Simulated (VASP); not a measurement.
Runs of VASP 6.6.1 on Ni. It takes space group P6_3/mmc (No. 194, hexagonal). The conventional cell has a = 2.489 Å, b = 2.489 Å, c = 4.064 Å, α = 90.00°, β = 90.00°, γ = 120.00°. Around Ni (site symmetry -6m2) lie 12 Ni at 2.49 Å. This isn't the form of Ni at room conditions, which is fcc.

```tsv
task	level	spin	cell	k mesh	cutoff (eV)	mesh quality	gap on the mesh (eV)	pressure (GPa)	moment (μB)	relaxed volume (Å³/atom)
relaxation of cell and atoms	PBEsol	off	relaxed	21 × 21 × 10	600	not flagged	none	0.0	-	10.36
relaxation of cell and atoms	PBEsol	collinear, ferromagnetic start	relaxed	21 × 21 × 10	600	not flagged	none	0.0	1.24	10.40
relaxation of cell and atoms	PBEsol	collinear, ferromagnetic start	relaxed	9 × 9 × 4	600	coarse	none	0.0	1.20	10.40
relaxation of cell and atoms	RPBE	collinear, ferromagnetic start	relaxed	21 × 21 × 10	600	not flagged	none	0.0	(a)	11.25
single point	PBEsol	collinear, ferromagnetic start	as given	21 × 21 × 10	520	not flagged	none	(b)	1.28	-
```

Alike in all rows: potentials or basis VASP PAW PBE potentials, release 64 (Ni); smearing gaussian 0.1 eV.

**Question.** Fill in the values left out.

**Answer.** (a) 1.31; (b) -9.3.

Caveats: some runs use coarse meshes; the PAW data sets were made with another functional, which shifts forces and pressure a little.

A gap of «none» marks a metal or a gap under the smearing width.

Runs at the PBE level aren't shown here.
